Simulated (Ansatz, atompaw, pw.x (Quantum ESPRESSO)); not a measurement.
pw.x on bcc C: one setting changed

Potential: PAW, atompaw 4.2.0.5, PBE; core [He], reference 2s2 2p2; waves: 2s (bound); 2s channel at 2.05 Ry; 2p (bound); 2p channel at 1 Ry; 3d channel at 0.3 Ry; local part: bessel scheme, radius 1.60 bohr; core correction: smooth core density matched at 1.25 bohr; augmentation: sinc compensation charge, radius 1.80 bohr; PAW radius 2.00 bohr; waves and projectors: bloechl.

The reference run (k-mesh 18³, cutoffs 40/400 Ry, Fermi–Dirac 0.01 Ry, mixing_beta 0.4, conv_thr 1e-9, no spin) gives 5.24 GPa at 6.554 Å³/atom, where all-electron LAPW gives 4.10 GPa. This run, with its own iteration cap, changes k-mesh shift to 1.

```
&control
  calculation='scf', prefix='x', pseudo_dir='./', outdir='./tmp', tstress=.true., disk_io='none'
/
&system
  ibrav=0, nat=1, ntyp=1, ecutwfc=40, ecutrho=400, nbnd=9,
  occupations='smearing', smearing='fd', degauss=0.01
/
&electrons
  conv_thr=1e-09, mixing_beta=0.4, electron_maxstep=60
/
ATOMIC_SPECIES
C 1.0 C.UPF
CELL_PARAMETERS angstrom
  -1.17891406 1.17891406 1.17891406
  1.17891406 -1.17891406 1.17891406
  1.17891406 1.17891406 -1.17891406
ATOMIC_POSITIONS crystal
C 0.0000 0.0000 0.0000
K_POINTS automatic
18 18 18 1 1 1
```

```bash
pw.x < C.scf.in > C.scf.out
```

Task: How does the run end?

Result: It converges in 5 iterations; the free energy moves by -1.5 meV/atom and the pressure by -0.30 GPa.

```
Message from routine setup:
     using ibrav=0 with symmetry is DISCOURAGED, use correct ibrav instead
     lattice parameter (alat)  =       3.8587  a.u.
     unit-cell volume          =      44.2286 (a.u.)^3
     number of electrons       =         4.00
     number of Kohn-Sham states=            9
     kinetic-energy cutoff     =      40.0000  Ry
     charge density cutoff     =     400.0000  Ry
     scf convergence threshold =      1.0E-09
     Exchange-correlation= SLA PW PBX PBC
     number of k points=   190  Fermi-Dirac smearing, width (Ry)=  0.0100
     iteration #  1     ecut=    40.00 Ry     beta= 0.40
     total energy              =     -18.12350201 Ry
     estimated scf accuracy    <       0.00063170 Ry
     iteration #  2     ecut=    40.00 Ry     beta= 0.40
     total energy              =     -18.12354092 Ry
     estimated scf accuracy    <       0.00021818 Ry
     iteration #  3     ecut=    40.00 Ry     beta= 0.40
     total energy              =     -18.12355880 Ry
     estimated scf accuracy    <       0.00000259 Ry
     iteration #  4     ecut=    40.00 Ry     beta= 0.40
     total energy              =     -18.12355898 Ry
     estimated scf accuracy    <          2.2E-09 Ry
     iteration #  5     ecut=    40.00 Ry     beta= 0.40
     the Fermi energy is    11.8435 ev
!    total energy              =     -18.12355898 Ry
     estimated scf accuracy    <          8.0E-10 Ry
     smearing contrib. (-TS)   =      -0.00151188 Ry
     convergence has been achieved in   5 iterations
          total   stress  (Ry/bohr**3)                   (kbar)     P=       49.37
     Message from routine punch:
     Nothing written, as per user request (disk_io='none')
```

The run took about 2.7 s on one core of a shared server CPU.
